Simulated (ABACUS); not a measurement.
Crystal: La.

```
La
1.0
     3.75000    0.00000    0.00000
    -1.87500    3.24760    0.00000
     0.00000    0.00000    6.07000
La
2
Direct
  0.66667 0.33333 0.75000
  0.33333 0.66667 0.25000
```

This isn't the form of La at room conditions, which is double hcp.

```yaml
Program: ABACUS 3.10.1
Task: relaxation of cell and atoms
Functional: PBE
Dispersion: D2
Potentials_or_basis: PseudoDojo NC SR 0.4.1 PBE standard
Cutoff: 1510 eV
Density_cutoff: 6041 eV
Basis: plane waves
k_mesh: 6 × 6 × 4
Occupations: fermi-dirac, width 0.05 eV
Spin: no spin polarisation
```

At the start: pressure -14.8 GPa; volume 36.96 Å³/atom.

**Question.** How do energy, volume and symmetry change on relaxing?

**Answer.** Over 10 steps the energy falls by 266.7 meV/atom and the volume is 31.99 Å³/atom (-13.4 %); space group P6_3/mmc (No. 194, to 0.05 Å).

The path:
```tsv
step	energy change (eV)	largest force (eV/Å)	pressure (GPa)	volume (Å³)
1	0.0000	0.0000	-14.85	73.92
2	2.4440	0.0000	31.75	42.07
3	-0.2678	0.0000	14.73	58.04
4	-0.2678	0.0000	14.72	58.04
5	-0.2678	0.0000	14.73	58.04
6	0.7819	0.0000	-18.29	81.29
7	-0.5332	0.0000	-0.32	64.12
8	-0.5332	0.0000	-0.32	64.12
9	-0.5326	0.0000	0.70	63.66
10	-0.5334	0.0000	0.00	63.98
```

Final structure:
```yaml
crystal:
  lattice:
    - [3.56178, 0.00000, 0.00000]
    - [-1.78089, 3.08460, 0.00000]
    - [0.00000, 0.00000, 5.82361]
  atoms:
    - { symbol: La, position: [0.66667, 0.33333, 0.75000] }
    - { symbol: La, position: [0.33333, 0.66667, 0.25000] }
```

Caveat: the volume moved by -13 % from the deposited cell, more than functionals usually miss; pairwise dispersion overbinds metals, which lowers pressure and volume.
